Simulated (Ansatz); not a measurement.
Varying the input for KF

All trials start from this Ansatz input:

```yaml
crystal:
  lattice:
    - [3.258955, 0.0, 0.0]
    - [0.0, 3.258955, 0.0]
    - [0.0, 0.0, 3.258955]
  atoms:
    - { symbol: K, position: [0.0, 0.0, 0.0] }
    - { symbol: F, position: [0.5, 0.5, 0.5] }
basis:
  ecutwfc: 420
kpoints:
  mp_grid: { grid: [8, 8, 8] }
hamiltonian:
  xc: pbe
scf:
  occupations: { method: gaussian, width: 0.1 }
output:
  forces: true
  stress: true
  eigenvalues: true
```

Command:

```bash
ansatz run input.yaml --threads 1 --pin off --max-ram 1331MiB --backend cpu --events-out ev --progress --plain --runs-dir out
```

The run converges in 6 SCF iterations on 35 irreducible k-points: pressure 0.00 GPa, gap on the sampled k-points 6.27 eV.

These settings were drawn at random to show what each does; none of the numbers is a converged property of the crystal. Each trial's input is given as a difference from the reference's; energies are extrapolated to zero smearing where there is one, and pressure is positive in compression. Charged cells sit in a uniform background, and their pressures hang on that convention.

Trial 1:

```diff
 basis:
-  ecutwfc: 420
+  ecutwfc: 500
 hamiltonian:
-  xc: pbe
+  xc: r2scan
 scf:
+  lower_state_search: "off"
```

The run converges in 6 SCF iterations on 35 irreducible k-points: pressure -2.63 GPa, gap on the sampled k-points 7.15 eV.

Trial 2:

```diff
 crystal:
+  symmetry: { time_reversal: false }
 kpoints:
-  mp_grid: { grid: [8, 8, 8] }
+  mp_grid: { grid: [8, 8, 8], kspacing: 0.4 }
 scf:
+  max_iter: 52
```

The program refuses the input:

```text
Error: inconsistent input (crystal.symmetry.time_reversal, crystal.symmetry.detect): time_reversal: false is refused where crystal.symmetry.detect is not typed false — with detection left on, false cannot take time reversal from the run: detection, or the section that takes its place, decides whether it is kept …
```

Next try, with these keys changed back:

```diff
 crystal:
-  symmetry: { time_reversal: false }
```

The program refuses the input:

```text
Error: invalid value for `kpoints.mp_grid.kspacing`: mutually exclusive with `grid` — set one or the other
```

Trial 3:

```diff
+total_charge: 1
 basis:
-  ecutwfc: 420
+  ecutwfc: "40 Ry"
+  ecutrho_ratio: 3
 kpoints:
-  mp_grid: { grid: [8, 8, 8] }
+  mp_grid: { grid: [4, 4, 4] }
 hamiltonian:
-  xc: pbe
+  xc: lda
 scf:
-  occupations: { method: gaussian, width: 0.1 }
+  occupations: { method: cold, width: 0.0078 }
 output:
+  optics: { e_range: [0, 10], sigma: 0.2 }
```

The run converges in 9 SCF iterations on 10 irreducible k-points: pressure 22.55 GPa (with the neutralising background of the charged cell), no gap. It warns that the density cutoff lies under the recommended one; that optics were asked on partly filled bands.

Trial 4:

```diff
 basis:
-  ecutwfc: 420
+  ecutwfc: 380
 scf:
-  occupations: { method: gaussian, width: 0.1 }
+  occupations: { method: methfessel_paxton, width: 1.8 }
+  max_iter: 79
```

The run converges in 6 SCF iterations on 35 irreducible k-points: energy 11.1 meV per atom above the reference, pressure -0.16 GPa. It warns that the cutoff lies under the recommended one, 420 eV for these potentials.

Trial 5 (atoms moved):

```diff
 crystal:
   atoms:
-    - { symbol: K, position: [0.0, 0.0, 0.0] }
-    - { symbol: F, position: [0.5, 0.5, 0.5] }
+    - { symbol: K, position: [0.0071689188, 0.0090651911, -0.0012659827] }
+    - { symbol: F, position: [0.4987526128, 0.5145082183, 0.5185747464] }
```

The run converges in 6 SCF iterations on 260 irreducible k-points: energy 0.96 meV per atom above the reference, pressure 0.06 GPa, largest force 0.054 eV/Å, gap on the sampled k-points 6.27 eV.

Trial 6 (origin moved):

```diff
 crystal:
   atoms:
-    - { symbol: K, position: [0.0, 0.0, 0.0] }
-    - { symbol: F, position: [0.5, 0.5, 0.5] }
+    - { symbol: K, position: [0.596, 0.354, 0.593] }
+    - { symbol: F, position: [1.096, 0.854, 1.093] }
 kpoints:
-  mp_grid: { grid: [8, 8, 8] }
+  mp_grid: { grid: [6, 6, 6] }
 hamiltonian:
-  xc: pbe
+  xc: rpbe
+  dispersion: d3bjatm
 scf:
+  mixing: { algorithm: anderson, beta: 0.65 }
+  max_iter: 92
 output:
+  dos: { projected: true }
```

The run converges in 6 SCF iterations on 20 irreducible k-points: pressure -9.38 GPa, gap on the sampled k-points 6.57 eV.

Trial 7:

```diff
+total_charge: 2
 hamiltonian:
+  dispersion: d3bjatm
 scf:
-  occupations: { method: gaussian, width: 0.1 }
+  occupations: { method: fermi_dirac }
+  mixing: { beta: 0.08, ndim: 6 }
+  max_iter: 69
```

The run converges in 11 SCF iterations on 35 irreducible k-points: pressure 42.23 GPa (with the neutralising background of the charged cell), no gap.

Trial 8 (origin moved):

```diff
 crystal:
   atoms:
-    - { symbol: K, position: [0.0, 0.0, 0.0] }
-    - { symbol: F, position: [0.5, 0.5, 0.5] }
+    - { symbol: K, position: [0.754, 0.178, 0.068] }
+    - { symbol: F, position: [1.254, 0.678, 0.568] }
 kpoints:
-  mp_grid: { grid: [8, 8, 8] }
+  mp_grid: { grid: [4, 4, 4] }
+  band_path: { path: [VBM, CBM], npoints: 5 }
 hamiltonian:
-  xc: pbe
+  xc: lda
+  hubbard: { sites: [{ species: F, l: p, u_eff: 1.5 }] }
 scf:
-  occupations: { method: gaussian, width: 0.1 }
+  occupations: { method: tetrahedron }
+  n_extra_bands: 12
+  convergence: { dr2_threshold: "1e-5 eV" }
 output:
-  eigenvalues: true
+  eigenvalues: false
+accuracy: medium
```

The run converges in 7 SCF iterations on 10 irreducible k-points: pressure -5.92 GPa. It warns that the SCF threshold is loose for the forces; that the SCF threshold is loose for the stress; that forces and stress under tetrahedra may miss the energy's slope. Under a U the state reached may not be the lowest.